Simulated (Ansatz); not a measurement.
Ti2O:

```
Ti O
1.0
     2.91940    0.00000    0.00000
    -1.45970    2.52827    0.00000
     0.00000    0.00000    4.71300
Ti O
2 1
Direct
  0.33333 0.66667 0.72126
  0.66667 0.33333 0.27874
  0.00000 0.00000 0.00000
```

* Program: Ansatz 0.2.0
* Task: relaxation of cell and atoms
* Functional: r2SCAN
* Dispersion: rVV10
* Potentials or basis: Ansatz PAW
* Cutoff: 500 eV (not typed: the program's choice for these potentials)
* k mesh: 10 × 10 × 6
* Occupations: fermi-dirac, width 0.05 eV
* Spin: no spin polarisation

At the start: volume 11.60 Å³/atom.

Problem. How do energy, volume and symmetry change on relaxing?

Solution. It ends after 6 steps and the volume is 12.02 Å³/atom (+3.7 %); space group P-3m1 (No. 164, to 0.05 Å).

The path:
```tsv
step	energy change (eV)	largest force (eV/Å)	volume (Å³)
1	0.0000	1.0719	34.79
2	-0.0499	0.4206	36.84
3	-0.0810	0.0328	36.22
4	-0.0818	0.0255	36.07
5	-0.0818	0.0007	36.06
6	-0.0828	0.0009	36.06
```

Final structure:
```
CELL_PARAMETERS angstrom
2.94396 0.00000 0.00000
-1.47198 2.54955 0.00000
0.00000 0.00000 4.80444
ATOMIC_POSITIONS crystal
Ti 0.33333 0.66667 0.73127
Ti 0.66667 0.33333 0.26873
O 0.00000 0.00000 0.00000
```

Caveat: the plane-wave basis is chosen anew once the cell has moved, so the energies of steps on either side of that aren't comparable; the PAW data sets come from PBE, with cores solved anew for the run's functional, which leaves a small shift of forces and pressure.
